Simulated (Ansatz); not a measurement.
Runs of Ansatz 0.2.0 on Si2W. The structure is tetragonal, space group I4/mmm (No. 139). Conventional cell: a = 3.214 Å, b = 3.214 Å, c = 7.830 Å, α = 90.00°, β = 90.00°, γ = 90.00°. Around W (site symmetry 4/mmm) lie 10 Si at 2.62 Å. Si (site symmetry 4mm) has 5 Si at 2.59 to 2.63 Å and 5 W at 2.62 Å as nearest neighbours. 

| task | level | cell | k mesh | smearing | points for each segment of the path | mesh quality | gap on the mesh (eV) | pressure (GPa) | relaxed volume (Å³/atom) | largest force (eV/Å) |
| --- | --- | --- | --- | --- | --- | --- | --- | --- | --- | --- |
| band structure | HSEsol | as given | 6 × 6 × 6 | fermi-dirac 0.05 eV | 4 | coarse | none | (b) | - | 0.10 |
| relaxation of cell and atoms | PBEsol+D3(BJ) | relaxed | 12 × 12 × 12 | fermi-dirac 0.05 eV | - | not flagged | - | 0.0 | (c) | - |
| relaxation of cell and atoms | RPBE+D4 | relaxed | 12 × 12 × 12 | fermi-dirac 0.05 eV | - | not flagged | - | 0.0 | (a) | 0.01 |
| band structure | HSE06 | as given | 6 × 6 × 6 | fermi-dirac 0.02 eV | 4 | coarse | - | -2.4 | - | 0.07 |
| relaxation of cell and atoms | RPBE+D3(BJ) | relaxed | 12 × 12 × 12 | fermi-dirac 0.05 eV | - | not flagged | none | 0.0 | 11.77 | - |
| relaxation of cell and atoms | PBEsol+D4 | relaxed | 12 × 12 × 12 | fermi-dirac 0.05 eV | - | not flagged | - | 0.0 | 13.16 | 0.01 |

Alike in all rows: potentials or basis Ansatz PAW; no spin polarisation; cutoff (eV) 420.

Problem. Fill in the values left out.

Solution. (a) 13.12; (b) -5.8; (c) 12.98.

Caveats: some runs use coarse meshes; the PAW data sets come from PBE, with cores solved anew for the run's functional, which leaves a small shift of forces and pressure; the plane-wave basis is chosen anew once the cell has moved, so the energies of steps on either side of that aren't comparable (some runs); spin-orbit coupling is left out, which moves the levels of the heavy elements (some runs); the thresholds are loose for stress (some runs); the volume moved by -13 % from the deposited cell, more than functionals usually miss (some runs); pairwise dispersion overbinds metals, which lowers pressure and volume (some runs).

A k mesh can miss the band edges, and the runs leave out spin-orbit coupling on W.

A gap of «none» marks a metal or a gap under the smearing width.

Runs at the PBE level aren't shown here.
